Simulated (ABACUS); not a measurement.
A run of ABACUS 3.10.1 is set up as follows.

Contents of INPUT:

```
INPUT_PARAMETERS
suffix              Si
calculation         cell-relax
basis_type          pw
pseudo_dir          ./
symmetry            1
dft_functional      GGA_X_RPBE+GGA_C_PBE
ecutwfc             36
pseudo_rcut         10
nspin               1
nbands              8
ks_solver           dav
smearing_method     fd
smearing_sigma      0.00367493
scf_thr             1e-08
scf_nmax            100
mixing_type         broyden
mixing_beta         0.7
cal_force           1
cal_stress          1
relax_nmax          60
force_thr_ev        0.01
relax_method        cg
out_stru            1
stress_thr          0.5
kpar                4
```

Contents of STRU:

```
ATOMIC_SPECIES
Si 28.0850 Si.upf

LATTICE_CONSTANT
1.8897261246

LATTICE_VECTORS
0.0000000000 2.7218511865 2.7218511865
2.7218511865 0.0000000000 2.7218511865
2.7218511865 2.7218511865 0.0000000000

ATOMIC_POSITIONS
Direct

Si
0.0
2
0.5000000000 0.5000000000 0.5000000000 1 1 1
0.7500000000 0.7500000000 0.7500000000 1 1 1
```

File KPT:

```
K_POINTS
0
Gamma
6 6 6 0 0 0
```

Potentials or basis: PseudoDojo NC SR 0.4.1 PBE standard, plane waves.

Launch:

```sh
$ OMP_NUM_THREADS=1 mpirun -np 4 abacus > log
```

Q: Estimate the band gap on the k mesh.

A: 0.83 eV, indirect (least direct gap 2.55 eV).

Q: Predict the relaxed cell.

A: a = 3.877 Å, b = 3.877 Å, c = 3.877 Å, α = 60.00°, β = 60.00°, γ = 60.00°.

Q: Estimate the relaxed volume.

A: 20.60 Å³/atom.

Q: What does it give for the space group after relaxing (to 0.05 Å)?

A: Fd-3m (No. 227).

Final structure:
```
CELL_PARAMETERS angstrom
0.00000 2.74114 2.74114
2.74114 0.00000 2.74114
2.74114 2.74114 0.00000
ATOMIC_POSITIONS crystal
Si 0.50000 0.50000 0.50000
Si 0.75000 0.75000 0.75000
```

Caveat: the potentials were made for another functional, which shifts forces and pressure. A k mesh can miss the band edges.
